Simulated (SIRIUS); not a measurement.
Crystal: GaN.

```
Ga N
1.0
     3.18000    0.00000    0.00000
    -1.59000    2.75396    0.00000
     0.00000    0.00000    5.16600
Ga N
2 2
Direct
  0.66667 0.33333 0.50000
  0.33333 0.66667 0.00000
  0.66667 0.33333 0.87500
  0.33333 0.66667 0.37500
```

Base run:

```yaml
Program: SIRIUS 7.12.0
Functional: PBE
Potentials_or_basis: all-electron FP-LAPW
Cutoff: 335 eV
Basis: apw+lo standard
k_mesh: 10 × 10 × 5
Occupations: fermi-dirac, width 0.05 eV
Spin: no spin polarisation
```

Its results: band gap on the k mesh 1.99 eV, direct; largest force 0.137 eV/Å.

Q: The run is repeated on the same cell with these changes: functional from PBE to PBEsol. What comes out?

A: Band gap on the k mesh 1.93 eV, direct; largest force 0.133 eV/Å.

Caveats: an odd mesh through Γ misses points on the zone boundary, where band edges often lie.

Not every run made on this cell is shown here.
